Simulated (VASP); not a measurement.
Set up this calculation in VASP 6.6.1, as the native input.

* Task: electron localisation function
* Functional: PBE
* Dispersion: rVV10
* Potentials or basis: VASP PAW PBE potentials, release 64 (Lu_3), 4f in core
* Cutoff: 520 eV
* k mesh: 10 × 10 × 10
* Occupations: gaussian, width 0.05 eV
* Spin: no spin polarisation
* Further INCAR settings: ALGO = Normal; EDIFF = 1e-07

The structure of Lu lies in POSCAR:

```
Lu
1.0
   -2.1049980716      2.1049980716      2.1049980716
    2.1049980716     -2.1049980716      2.1049980716
    2.1049980716      2.1049980716     -2.1049980716
Lu
1
Direct
    0.0000000000      0.0000000000      0.0000000000
```

This isn't the form of Lu at room conditions, which is hcp.

The cell isn't the ideal one: volume scaled by 1.25.

One way to write it, as run:

INCAR

```
SYSTEM = Lu
PREC     = Accurate       ! precision mode
ENCUT    = 520            ! plane-wave cutoff, eV
EDIFF    = 1E-7           ! SCF threshold, eV
ISMEAR   = 0              ! smearing method
SIGMA    = 0.05           ! smearing width, eV
LREAL    = .False.        ! projectors in reciprocal space
LASPH    = .True.         ! aspherical terms in the spheres
NELM     = 80             ! most SCF steps
ALGO     = Normal         ! electronic algorithm
ISIF     = 2              ! what is computed and relaxed
LWAVE    = .False.        ! write WAVECAR
LCHARG   = .True.         ! write CHGCAR
GGA      = PE             ! functional
LUSE_VDW = .True.       
IVDW_NL  = 2            
BPARAM   = 10.0         
CPARAM   = 0.0093       
LELF     = .True.         ! ELF
```

KPOINTS

```
Automatic mesh
0
Gamma
  10 10 10
  0 0 0
```

Potentials or basis: VASP PAW PBE potentials, release 64 (Lu_3), 4f in core.

Command:

```sh
$ cat potpaw_PBE.64/Lu_3/POTCAR > POTCAR
$ mpirun -np 1 vasp_std > vasp.out
```

Results of the run:

```
Pressure               : -7.2 GPa
Band gap on the k mesh : none (metal or under the smearing width)
```

Run time: 55 s on 1 thread of Intel(R) Xeon(R) Platinum 8488C (Sapphire Rapids), on a shared host, peak memory 0.26 GiB.
